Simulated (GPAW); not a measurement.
# PbSe (Clausthalite) (Fm-3m) in GPAW: further runs

One crystal, PbSe (Clausthalite), is run at these levels: PBE, LDA; tasks: single point.

All numbers are computed with GPAW 26.7.0; they aren't measurements. Logs are shortened: lines on timing, memory, paths and dates and some standing lists are left out, and cuts for length are marked. The log counts tension as positive stress, the text compression.

**The experiment to reproduce.**

A printed reference work, monograph reports, for a bulk crystal of PbSe: band gap 0.28 eV (direct) at 300 K; band gap 0.15 eV (direct) at 4.2 K.

How close the calculation comes is told below.

**1. The crystal as given**

It takes space group Fm-3m (No. 225, cubic). Conventional cell: a = 6.121 Å, b = 6.121 Å, c = 6.121 Å, α = 90.00°, β = 90.00°, γ = 90.00°. Pb (site symmetry m-3m) has 6 Se at 3.06 Å as nearest neighbours. Se (site symmetry m-3m) is surrounded by 6 Pb at 3.06 Å.

**2. Single point, PBE**

run.py

```python
from ase import Atoms
from ase.dft.bandgap import bandgap
from ase.io import write
from ase.units import GPa
from gpaw import GPAW, PW, setup_paths

setup_paths.insert(0, '.')

atoms = Atoms(['Pb', 'Se'],
              cell=[[0.0, 3.06065, 3.06065],
                    [3.06065, 0.0, 3.06065],
                    [3.06065, 3.06065, 0.0]],
              scaled_positions=[[0.0, 0.0, 0.0],
                                [0.5, 0.5, 0.5]],
              pbc=True)

calc = GPAW(mode=PW(500),
            xc='PBE',
            kpts={'size': (6, 6, 6), 'gamma': True},
            occupations={'name': 'fermi-dirac', 'width': 0.01},
            nbands=19,
            convergence={'density': 1e-05, 'energy': 1e-05},
            maxiter=150,
            txt='gpaw.txt')
atoms.calc = calc
energy = atoms.get_potential_energy()
forces = atoms.get_forces()
stress = atoms.get_stress()
calc.write('gs.gpw')
write('result.traj', atoms)
print(f'Energy: {energy:.6f} eV')
print('Forces (eV/A):')
print(forces.round(4))
print('Stress (GPa):', (stress / GPa).round(3))
print('Fermi level:', round(calc.get_fermi_level(), 4), 'eV')
print(f'Gap: {bandgap(calc)[0]:.4f} eV, direct: {bandgap(calc, direct=True)[0]:.4f} eV')
```

Potentials or basis: PAW data sets generated in the run's folder for this functional, pw.

Started as:

```console
$ gpaw-setup -f PBE Pb Se
$ OMP_NUM_THREADS=1 python run.py
```

gpaw.txt:

```text
__  _  _
 | _ |_)|_||  |
 |__||  | ||/\| - 26.7.0

Input parameters:
  mode=PW(ecut=500.0),
  convergence={'density': 1e-05, 'energy': 1e-05},
  kpts=MonkhorstPack(size=(6, 6, 6), gamma=True),
  maxiter=150,
  nbands=19,
  occupations=Occupations(name='fermi-dirac', width=0.01),
  xc=XC(name='PBE')

Diagonalizing LCAO Hamiltonian
Converting LCAO to pw mode

                Se

       Pb

Atoms  # Å, Bohr magnetons
|   | symbol |        x |        y |        z |    initial magnetic moments |
|---|--------|----------|----------|----------|-----------------------------|
| 0 |     Pb | 0.000000 | 0.000000 | 0.000000 | ( 0.0000,  0.0000,  0.0000) |
| 1 |     Se | 3.060650 | 3.060650 | 3.060650 | ( 0.0000,  0.0000,  0.0000) |

Unit cell  # Å
| periodic |        x |        y |        z |  lengths |    angles |
|----------|----------|----------|----------|----------|-----------|
|      yes | 0.000000 | 3.060650 | 3.060650 | 4.328413 | 60.000000 |
|      yes | 3.060650 | 0.000000 | 3.060650 | 4.328413 | 60.000000 |
|      yes | 3.060650 | 3.060650 | 0.000000 | 4.328413 | 60.000000 |

Number of symmetries: 48
Symmetry operations  # r_c * U_cc + t_c -> r_c
|    | kind |            matrix            |
|----|------|------------------------------|
|  0 |  σ   |  1, 0, 0,  1, 0,-1,  1,-1, 0 |
|  1 |  C2  |  1, 0, 0,  1,-1, 0,  1, 0,-1 |
|  2 |  E   |  1, 0, 0,  0, 1, 0,  0, 0, 1 |
|  3 |  σ   |  1, 0, 0,  0, 0, 1,  0, 1, 0 |
|  4 |  C4  |  1, 0,-1,  1, 0, 0,  1,-1, 0 |
|  5 |  S6  |  1, 0,-1,  1,-1, 0,  1, 0, 0 |
|  6 |  σ   |  1, 0,-1,  0, 1,-1,  0, 0,-1 |
|  7 |  C3  |  1, 0,-1,  0, 0,-1,  0, 1,-1 |
|  8 |  S6  |  1,-1, 0,  1, 0, 0,  1, 0,-1 |
|  9 |  C4  |  1,-1, 0,  1, 0,-1,  1, 0, 0 |
| 10 |  C3  |  1,-1, 0,  0,-1, 1,  0,-1, 0 |
| 11 |  σ   |  1,-1, 0,  0,-1, 0,  0,-1, 1 |
| 12 |  σ   |  0, 1, 0,  1, 0, 0,  0, 0, 1 |
| 13 |  C4  |  0, 1, 0,  0, 1,-1, -1, 1, 0 |
| 14 |  C3  |  0, 1, 0,  0, 0, 1,  1, 0, 0 |
| 15 |  S6  |  0, 1, 0, -1, 1, 0,  0, 1,-1 |
| 16 |  C2  |  0, 1,-1,  1, 0,-1,  0, 0,-1 |
| 17 |  σ   |  0, 1,-1,  0, 1, 0, -1, 1, 0 |
| 18 |  S4  |  0, 1,-1,  0, 0,-1,  1, 0,-1 |
| 19 |  C4  |  0, 1,-1, -1, 1, 0,  0, 1, 0 |
| 20 |  C3  |  0, 0, 1,  1, 0, 0,  0, 1, 0 |
| 21 |  σ   |  0, 0, 1,  0, 1, 0,  1, 0, 0 |
| 22 |  S6  |  0, 0, 1,  0,-1, 1, -1, 0, 1 |
| 23 |  C4  |  0, 0, 1, -1, 0, 1,  0,-1, 1 |
| 24 |  S4  |  0, 0,-1,  1, 0,-1,  0, 1,-1 |
| 25 |  C3  |  0, 0,-1,  0, 1,-1,  1, 0,-1 |
| 26 |  C2  |  0, 0,-1,  0,-1, 0, -1, 0, 0 |
| 27 |  S6  |  0, 0,-1, -1, 0, 0,  0,-1, 0 |
| 28 |  S4  |  0,-1, 1,  1,-1, 0,  0,-1, 0 |
| 29 |  C4  |  0,-1, 1,  0, 0, 1, -1, 0, 1 |
| 30 |  C2  |  0,-1, 1,  0,-1, 0,  1,-1, 0 |
| 31 |  σ   |  0,-1, 1, -1, 0, 1,  0, 0, 1 |
| 32 |  C3  |  0,-1, 0,  1,-1, 0,  0,-1, 1 |
| 33 |  S6  |  0,-1, 0,  0, 0,-1, -1, 0, 0 |
| 34 |  S4  |  0,-1, 0,  0,-1, 1,  1,-1, 0 |
| 35 |  C2  |  0,-1, 0, -1, 0, 0,  0, 0,-1 |
| 36 |  C2  | -1, 1, 0,  0, 1, 0,  0, 1,-1 |
| 37 |  S6  | -1, 1, 0,  0, 1,-1,  0, 1, 0 |
| 38 |  S4  | -1, 1, 0, -1, 0, 1, -1, 0, 0 |
| 39 |  C3  | -1, 1, 0, -1, 0, 0, -1, 0, 1 |
| 40 |  S6  | -1, 0, 1,  0, 0, 1,  0,-1, 1 |
| 41 |  C2  | -1, 0, 1,  0,-1, 1,  0, 0, 1 |
| 42 |  C3  | -1, 0, 1, -1, 1, 0, -1, 0, 0 |
| 43 |  S4  | -1, 0, 1, -1, 0, 0, -1, 1, 0 |
| 44 |  C2  | -1, 0, 0,  0, 0,-1,  0,-1, 0 |
| 45 |  i   | -1, 0, 0,  0,-1, 0,  0, 0,-1 |
| 46 |  σ   | -1, 0, 0, -1, 1, 0, -1, 0, 1 |
| 47 |  C2  | -1, 0, 0, -1, 0, 1, -1, 1, 0 |

BZ-sampling:
  Number of BZ points: 216
  Number of IBZ points: 16

  Monkhorst-Pack size: [6, 6, 6]
  Monkhorst-Pack shift: [0.08333333333333333, 0.08333333333333333, 0.08333333333333333]

K-points  # in reciprocal-cell coordinates
|     |                                coordinates |     weight |
|-----|--------------------------------------------|------------|
|   0 | (  0.00000000,   0.00000000,   0.00000000) | 0.00462963 |
|   1 | (  0.16666667,   0.16666667,   0.00000000) | 0.02777778 |
|   2 | (  0.16666667,   0.16666667,   0.16666667) | 0.03703704 |
|   3 | (  0.33333333,   0.16666667,   0.16666667) | 0.05555556 |
|   4 | (  0.33333333,   0.33333333,  -0.33333333) | 0.05555556 |
|   5 | (  0.33333333,   0.33333333,   0.00000000) | 0.02777778 |
|   6 | (  0.33333333,   0.33333333,   0.16666667) | 0.11111111 |
|   7 | (  0.33333333,   0.33333333,   0.33333333) | 0.03703704 |
|   8 | (  0.50000000,   0.33333333,  -0.33333333) | 0.11111111 |
|   9 | (  0.50000000,   0.33333333,  -0.16666667) | 0.05555556 |
| ... |                                            |            |
|  15 | (  0.50000000,   0.50000000,   0.50000000) | 0.01851852 |

Plane wave coefficients: 1470
Cutoff: 500.0 eV

Spin-components: 1 (collinear spins)
Bands:           19
Projectors:      11
Spin-degeneracy: 2
Datatype:        complex128

Density:
  Valence electrons: 20.0
  Components: 1
  Grid points: [24 24 24]
  Charge: 0.0  # |e|

Potential:
  Grid points: [24 24 24]

species:
  Pb:
    name:    Lead
    Z:       82.0
    valence: 14
    core:    68
    charge:  0.0  # [|e|]
    compensation charges:
      type: gauss
      rc: 0.38  # [Å]
      lmax: 2
    cutoffs:
      filter: 2.36  # [Å]
      core: 2.43  # [Å]
    projectors
    | kind |    occ | energy [eV] | rcut [Å] |
    |------|--------|-------------|----------|
    |   6s |  2.000 |     -11.969 |    1.259 |
    |   6p |  2.000 |      -3.506 |    1.275 |
    |   5d | 10.000 |     -21.211 |    1.217 |
    |    s |        |      15.243 |    1.259 |
    |    p |        |      23.705 |    1.275 |
    |    d |        |       6.001 |    1.217 |

    Using partial waves for Pb as LCAO basis

  Se:
    name:    Selenium
    Z:       34.0
    valence: 6
    core:    28
    charge:  0.0  # [|e|]
    compensation charges:
      type: gauss
      rc: 0.27  # [Å]
      lmax: 2
    cutoffs:
      filter: 1.77  # [Å]
      core: 2.67  # [Å]
    projectors
    | kind |    occ | energy [eV] | rcut [Å] |
    |------|--------|-------------|----------|
    |   4s |  2.000 |     -17.277 |    0.847 |
    |   4p |  4.000 |      -6.512 |    1.005 |
    |    s |        |       9.934 |    0.847 |
    |    p |        |      20.699 |    1.005 |
    |    d |        |       0.000 |    0.847 |

    Using partial waves for Se as LCAO basis

Reference energy: -633377.999226  # eV

eigensolver:
  PPCG
  Converge bands: occupied
  niter=2

density mixing:
  MSR1-Mixer
  Pratt-step length: 0.05
  Maximum mixing coefficient: 0.75
  Old densities: 10
  SVD Regularization: 0.005
  Good broyden scale: 1.0
  Trust region scale: 1.0
  Backstep threshold: 4.0
  History deletion threshold: 6.0
  Fourier metric: weight=20.0, sigma=0.015

occupation numbers:
  Fermi-Dirac:
    width: 0.0100  # eV

poisson solver:
  ecut: 4000.0  # eV

xc functional:
  name: PBE with 2 nearest neighbor stencil

convergence criteria:
- Maximum integral of absolute [dens]ity change: 1e-05 electrons / valence electron
- Maximum [total energy] change in last 3 cyles: 1e-05 eV / valence electron
- Maximum integral of absolute [eigenst]ate change: 4e-08 eV^2 / valence electron
maximum number of iterations: 150

SCF iterations
|iter     | |      energy | eigst |  dens |
|---------|-|-------------|-------|-------|
|iter:   1| |   -8.642514 | -0.24 |       |
|iter:   2| |   -8.583251 | -2.07 | -1.24 |
|iter:   3| |   -8.390572 | -1.92 | -1.28 |
|iter:   4| |   -8.392144 | -3.79 | -1.90 |
|iter:   5| |   -8.392816 | -4.37 | -2.29 |
|iter:   6| |   -8.392841 | -5.65 | -3.23 |
|iter:   7| |   -8.392844c| -6.81 | -3.76 |
|iter:   8| |   -8.392844c| -7.76c| -4.46 |
|iter:   9| |   -8.392844c| -7.88c| -5.21c|

Converged in 9 steps
Energy contributions relative to reference atoms: (reference = -633377.999226)

Energy contributions:
  Kinetic:          19.951528
  Coulomb:         -20.075407
  Zero:             -0.068267
  External:          0.000000
  Xc:               -8.200697
  Entropy:          -0.000000
  Spinorbit:         0.000000
  ----------------------------
  Free energy:      -8.392844
  Extrapolated:     -8.392844

dipole moment: (-25.874204, -25.874204, -25.874204)  # |e|*Ang

Fermi level: 6.262
Eigenvalues  # (at kpt = [0.000, 0.000, 0.000])
| band index |      eig [eV] | occ [0-2] |
|------------|---------------|-----------|
|          0 |       -10.721 |     2.000 |
|        ... |               |           |
|          2 |       -10.719 |     2.000 |
|          3 |       -10.719 |     2.000 |
|          4 |       -10.719 |     2.000 |
|          5 |        -7.478 |     2.000 |
|          6 |        -0.128 |     2.000 |
|          7 |         4.214 |     2.000 |
[... 9 lines left out ...]
|         17 |        14.530 |     0.000 |
|         18 |        15.112 |     0.000 |

Gap: 0.243 eV
Transition (v -> c):
  (s=0, k=15, n=9, [0.50, 0.50, 0.50]) -> (s=0, k=15, n=10, [0.50, 0.50, 0.50])
No difference between direct/indirect transitions

Forces  # eV/Ang
|        x |        y |        z |
|----------|----------|----------|
|  0.00000 | -0.00000 | -0.00000 |  # Pb   0
| -0.00000 |  0.00000 |  0.00000 |  # Se   1

Stress tensor  # eV/Ang^3
|         x |         y |         z |
|-----------|-----------|-----------|
| -0.012498 |  0.000000 |  0.000000 |
|  0.000000 | -0.012498 |  0.000000 |
|  0.000000 |  0.000000 | -0.012498 |

# Writing to gs.gpw (mode='')
```

Run time: 8.7 s. Hardware: 1 thread of Intel Xeon Platinum 8559C (Emerald Rapids), shared host; peak memory 0.15 GiB.

Results:

* Free energy: -8.3928 eV
* Pressure: 2.0 GPa
* Band gap on the k mesh: 0.24 eV, direct

Levels at points of the mesh, in eV from the valence-band top:
```
           k point  band 6  band 7  band 8  band 9  band 10  band 11  band 12  band 13  band 14  band 15
(0.00, 0.00, 0.00)  -13.62   -6.27   -1.93   -1.93    -1.93     4.65     4.65     4.65     6.49     6.49
(0.50, 0.50, 0.00)  -12.19   -7.34   -5.03   -3.28    -3.28     3.66     5.55     5.55     5.99    11.28
(0.50, 0.50, 0.50)  -12.57   -8.78   -1.51   -1.51     0.00     0.24     1.64     1.64     8.52    10.15
```

Caveat: the cutoff is short for stress and forces, so pressures can be off by a GPa or more; spin-orbit coupling is left out, which as a rule narrows the gap of such compounds by several tenths of an eV.

**3. Single point, LDA**

run.py

```python
from ase.dft.bandgap import bandgap
from ase.io import read, write
from ase.units import GPa
from gpaw import GPAW, PW

atoms = read('POSCAR')

calc = GPAW(mode=PW(450),
            xc='LDA',
            kpts={'size': (6, 6, 6), 'gamma': True},
            occupations={'name': 'fermi-dirac', 'width': 0.01},
            nbands=19,
            convergence={'density': 1e-05, 'energy': 1e-05},
            maxiter=150,
            txt='gpaw.txt')
atoms.calc = calc
energy = atoms.get_potential_energy()
forces = atoms.get_forces()
stress = atoms.get_stress()
calc.write('gs.gpw')
write('result.traj', atoms)
print(f'Energy: {energy:.6f} eV')
print('Forces (eV/A):')
print(forces.round(4))
print('Stress (GPa):', (stress / GPa).round(3))
print('Fermi level:', round(calc.get_fermi_level(), 4), 'eV')
print(f'Gap: {bandgap(calc)[0]:.4f} eV, direct: {bandgap(calc, direct=True)[0]:.4f} eV')
```

POSCAR

```
PbSe
1.0
    0.0000000000      3.0606500000      3.0606500000
    3.0606500000      0.0000000000      3.0606500000
    3.0606500000      3.0606500000      0.0000000000
Pb Se
1 1
Direct
    0.0000000000      0.0000000000      0.0000000000
    0.5000000000      0.5000000000      0.5000000000
```

Potentials or basis: the program's PAW data sets (release 1.2.1) made for this functional, pw.

Started as:

```console
$ OMP_NUM_THREADS=1 python run.py
```

Wall time 11 s (1 thread of Arm Neoverse V1, shared host); peak memory 0.14 GiB.

It converged, with:

| Item | Value |
| --- | --- |
| Free energy | -9.6731 eV |
| Pressure | -3.0 GPa |
| Band gap on the k mesh | 0.14 eV, direct |

Levels at points of the mesh, in eV from the valence-band top:
| k point | band 7 | band 8 | band 9 | band 10 | band 11 | band 12 | band 13 | band 14 |
| --- | --- | --- | --- | --- | --- | --- | --- | --- |
| (0.00, 0.00, 0.00) | -6.39 | -1.88 | -1.88 | -1.88 | 4.57 | 4.57 | 4.57 | 6.50 |
| (0.50, 0.50, 0.00) | -7.44 | -5.02 | -3.25 | -3.25 | 3.63 | 5.48 | 5.48 | 5.92 |
| (0.50, 0.50, 0.50) | -8.84 | -1.45 | -1.45 | 0.00 | 0.14 | 1.58 | 1.58 | 8.42 |

Caveat: the cutoff is short for stress and forces, so pressures can be off by a GPa or more; spin-orbit coupling is left out, which as a rule narrows the gap of such compounds by several tenths of an eV.

**4. How close it comes**

Step 2. Measured gap of PbSe: 0.28 eV (direct; 300 K; a printed reference work, monograph). This calculation gives 0.24 eV (-0.04 eV). 2 values of this kind are on record (0.15 to 0.28 eV); this one was drawn at random. Spin-orbit coupling on Pb, Se is left out. The value is that of PBE on a finite k mesh, which can miss the band edges, without temperature or zero-point motion. Semilocal functionals fall short of measured gaps as a rule.

Step 3. A measured gap of PbSe is 0.15 eV (direct; 4.2 K; a printed reference work, monograph); the calculated 0.14 eV misses it by -0.01 eV. 2 values of this kind are on record (0.15 to 0.28 eV); this one was drawn at random. Spin-orbit coupling on Pb, Se is left out. The value is that of LDA on a finite k mesh, which can miss the band edges, without temperature or zero-point motion. Semilocal functionals fall short of measured gaps as a rule.
